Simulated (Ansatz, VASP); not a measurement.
**Ti in VASP and in Ansatz**

```
CELL_PARAMETERS angstrom
0.00000 2.05898 2.05898
2.05898 0.00000 2.05898
2.05898 2.05898 0.00000
ATOMIC_POSITIONS crystal
Ti 0.00000 0.00000 0.00000
```

Alike in both runs: task single point; functional PBE; k mesh 8 × 8 × 8; occupations gaussian, width 0.05 eV; no spin polarisation.

|  | VASP | Ansatz |
| --- | --- | --- |
| version | VASP 6.6.1 | Ansatz 0.2.0 |
| potentials or method | VASP PAW PBE potentials, release 64 (Ti_sv) | scalar-relativistic, plane waves, PAW |
| plane-wave cutoff (eV) | 520 | 600 |
| valence electrons in the cell | 12 | 12 |

```tsv
	VASP	Ansatz	Ansatz less VASP
gap on the k mesh at the Fermi level (eV)	none	none	-
pressure (GPa)	-0.8	-0.5	+0.25
```

A gap of «none» marks a metal or a gap that the smearing closes.
